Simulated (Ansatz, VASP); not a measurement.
Si: VASP beside Ansatz

```xyz
2
Lattice="4.1209 0.0000 0.0000 -2.0605 3.5688 0.0000 0.0000 0.0000 2.6548" Properties=species:S:1:pos:R:3 pbc="T T T"
Si    0.0000    2.3792    1.3274
Si    2.0605    1.1896    1.3274
```

The cell was built by a generator and needn't be a form met in nature.

Alike in both runs: functional r2SCANh; k mesh 4 × 4 × 5; occupations fermi-dirac, width 0.05 eV; no spin polarisation.

```csv
,VASP,Ansatz
version,VASP 6.6.1,Ansatz 0.2.0
potentials or method,"VASP PAW PBE potentials, release 64 (Si)",Ansatz PAW
plane-wave cutoff (eV),520,500
valence electrons in the cell,8,8
task,band structure,single point
```

VASP gave:

| Property | Result |
| --- | --- |
| gap on the k mesh at the Fermi level (eV) | none |
| pressure (GPa) | -2.8 |
| largest component of the traceless stress (GPa) | 8.27 |

What did Ansatz give for the same quantities?

gap on the k mesh at the Fermi level (eV): none; pressure (GPa): -2.5; largest component of the traceless stress (GPa): 8.19.

A gap of «none» marks a metal or a gap that the smearing closes.

Caveats: the k mesh is coarse (spacing up to 0.47 Å⁻¹), so the values aren't converged, least of all with exact exchange; the PAW data sets were made with another functional, which shifts forces and pressure a little (VASP); the PAW data sets come from PBE, with cores solved anew for the run's functional, which leaves a small shift of forces and pressure (Ansatz); the thresholds are loose for stress (Ansatz).
